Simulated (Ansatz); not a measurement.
Runs of Ansatz 0.2.0 on SnO2. It takes space group I4/m (No. 87, tetragonal). Conventional cell: a = 10.747 Å, b = 10.747 Å, c = 3.232 Å, α = 90.00°, β = 90.00°, γ = 90.00°. Around Sn (site symmetry m) lie 6 O at 2.06 to 2.14 Å. O (site symmetry m) has 3 Sn at 2.11 to 2.14 Å as nearest neighbours. Around O (site symmetry m) lie 3 Sn at 2.06 to 2.11 Å. Measurements of this composition are mostly on another form, of space group No. 136.

| task | level | cell | k mesh | cutoff (eV) | points for each segment of the path | gap on the mesh (eV) | pressure (GPa) | relaxed volume (Å³/atom) | largest force (eV/Å) |
| --- | --- | --- | --- | --- | --- | --- | --- | --- | --- |
| band structure | PBEsol | as given | 9 × 9 × 9 | 420 | 10 | 1.71 | -4.6 | - | 0.54 |
| relaxation of cell and atoms | LDA | relaxed | 9 × 9 × 9 | 420 | - | 2.05 | 0.0 | (c) | 0.01 |
| band structure | r2SCAN | as given | 9 × 9 × 9 | 500 | 10 | 2.33 | -6.3 | - | (b) |
| relaxation of cell and atoms | RPBE | relaxed | 7 × 7 × 7 | 420 | - | 1.65 | 0.0 | (a) | - |

Alike in all rows: potentials or basis Ansatz PAW; no spin polarisation; smearing fermi-dirac 0.05 eV.

Task: Fill in the values left out.

Result: (a) 16.07; (b) 0.79; (c) 14.82.

Caveats: spin-orbit coupling is left out, which moves the levels of the heavy elements; the PAW data sets come from PBE, with cores solved anew for the run's functional, which leaves a small shift of forces and pressure; odd divisions of the mesh miss points on the zone boundary, where band edges often lie, so the gap on the mesh can be too wide (some runs); the plane-wave basis is chosen anew once the cell has moved, so the energies of steps on either side of that aren't comparable (some runs).

A k mesh can miss the band edges, and the runs leave out spin-orbit coupling on Sn.

Runs at the PBE level aren't shown here.
